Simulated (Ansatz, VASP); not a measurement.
# Pt: VASP beside Ansatz

```xyz
1
Lattice="0.0000 1.9994 1.9994 1.9994 0.0000 1.9994 1.9994 1.9994 0.0000" Properties=species:S:1:pos:R:3 pbc="T T T"
Pt    0.0000    0.0000    0.0000
```

Change from the starting cell: volume scaled by 1.06.

Alike in both runs: task single point; functional PBEsol; k mesh 12 × 12 × 12; occupations fermi-dirac, width 0.05 eV; no spin polarisation.

```csv
,VASP,Ansatz
version,VASP 6.6.1,Ansatz 0.2.0
potentials or method,"VASP PAW PBE potentials, release 64 (Pt)",Ansatz PAW
plane-wave cutoff (eV),520,420
valence electrons in the cell,10,18
```

|  | VASP | Ansatz | Ansatz less VASP |
| --- | --- | --- | --- |
| gap on the k mesh at the Fermi level (eV) | none | none | - |
| pressure (GPa) | -15.1 | -14.7 | +0.38 |

A gap of «none» marks a metal or a gap that the smearing closes. With one functional, cell and mesh, what is left measures potentials, basis and numerics. The two sets of potentials don't hold the same shells in valence.

Caveats: the PAW data sets were made with another functional, which shifts forces and pressure a little (VASP); the PAW data sets come from PBE, with cores solved anew for the run's functional, which leaves a small shift of forces and pressure (Ansatz). The runs have no spin-orbit coupling, so splittings on Pt are missing.
